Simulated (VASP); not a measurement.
Set up this calculation in VASP 6.6.1, as the native input.

```yaml
Task: single point
Functional: PBE
Potentials_or_basis: VASP PAW PBE potentials, release 64 (Mo_sv)
Cutoff: 350 eV
k_mesh: 14 × 14 × 14
Occupations: gaussian, width 0.1 eV
Spin: no spin polarisation
Further_INCAR_settings: ALGO = Normal; EDIFF = 1e-07
```

The structure of Mo lies in POSCAR:

```
Mo
1.0
   -1.5734150000      1.5734150000      1.5734150000
    1.5734150000     -1.5734150000      1.5734150000
    1.5734150000      1.5734150000     -1.5734150000
Mo
1
Direct
    0.0000000000      0.0000000000      0.0000000000
```

One way to write it, as run:

INCAR

```
SYSTEM = Mo
PREC = Accurate
ENCUT = 350
EDIFF = 1E-7
ISMEAR = 0
SIGMA = 0.1
LREAL = .FALSE.
LASPH = .TRUE.
NELM = 80
ALGO = Normal
ISIF = 2
LWAVE = .FALSE.
LCHARG = .FALSE.
GGA = PE
```

KPOINTS

```
regular mesh
0
G
  14 14 14
  0 0 0
```

Potentials or basis: VASP PAW PBE potentials, release 64 (Mo_sv).

Run with:

```bash
$ cat potpaw_PBE.64/Mo_sv/POTCAR > POTCAR
$ mpirun -np 1 vasp_std > vasp.out
```

Results of the run:

| Quantity | Value |
| --- | --- |
| Pressure | 3.2 GPa |
| Band gap on the k mesh | none (metal or under the smearing width) |

It took 6.8 s on 1 thread of AMD EPYC 9R45 (Zen 5), with other jobs on the host, peak memory 0.09 GiB.
